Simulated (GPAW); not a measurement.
# Ti2C: band structure with r2SCAN

The system is Ti2C.

```xyz
3
Lattice="1.5407 0.8895 4.8138 -1.5407 0.8895 4.8138 0.0000 -1.7790 4.8138" Properties=species:S:1:pos:R:3 pbc="T T T"
Ti    0.0000    0.0000   10.8960
Ti    0.0000    0.0000    3.5453
C     0.0000    0.0000    7.2207
```

The cell comes from a database or a generator and needn't be the stable form of this composition.

```yaml
Program: GPAW 26.7.0
Task: band structure
Functional: r2SCAN
Potentials_or_basis: GPAW PAW data sets (gpaw-data 1.2.1)
Cutoff: 800 eV
Basis: pw
k_mesh: 7 × 7 × 7
Occupations: fermi-dirac, width 0.05 eV
Spin: no spin polarisation
Maxiter: 150
Band_path: GLB1,BZGX,QFP1Z,LP
Band_points: 100
```

The pressure is 0.1 GPa, the largest force is 0.020 eV/Å and the band gap along the path is none (metal or under the smearing width).

Forces on the atoms (eV/Å):
```
Ti   0.000  0.000  0.020
Ti   0.000  0.000 -0.020
C    0.000  0.000  0.000
```

Stress tensor (GPa, compression positive):
```
-0.08  0.00  0.00
 0.00 -0.08  0.00
 0.00  0.00  0.33
```

Levels at the corners of the path, in eV from the Fermi level:
```tsv
point	band 11	band 12	band 13	band 14	band 15	band 16	band 17	band 18
Γ	-2.78	-2.78	-2.41	0.56	0.56	1.13	2.00	2.00
L	-3.28	-2.70	-1.32	-1.14	0.10	1.89	2.82	2.99
B1	-4.12	-3.09	-1.11	-0.59	0.50	1.30	2.45	2.84
B	-4.12	-3.09	-1.11	-0.59	0.50	1.30	2.45	2.84
Z	-2.63	-2.63	-1.03	0.20	0.94	0.94	1.82	1.82
Γ	-2.78	-2.78	-2.41	0.56	0.56	1.13	2.00	2.00
X	-4.14	-3.08	-1.13	-0.57	0.52	1.19	2.47	2.96
Q	-4.14	-3.08	-1.13	-0.57	0.52	1.19	2.47	2.96
F	-3.16	-2.85	-1.69	-1.09	0.85	2.60	2.94	3.20
P1	-3.21	-2.81	-1.58	-1.17	0.55	2.53	2.87	3.19
Z	-2.63	-2.63	-1.03	0.20	0.94	0.94	1.82	1.82
L	-3.28	-2.70	-1.32	-1.14	0.10	1.89	2.82	2.99
P	-3.21	-2.81	-1.58	-1.17	0.55	2.53	2.87	3.19
```

It took 14 min on 1 thread of Arm Neoverse V2 (shared host), peak memory 0.6 GiB.

Caveat: the PAW data sets were made with another functional, which shifts forces and pressure a little; the program warned that so skewed a cell can give wrong results.
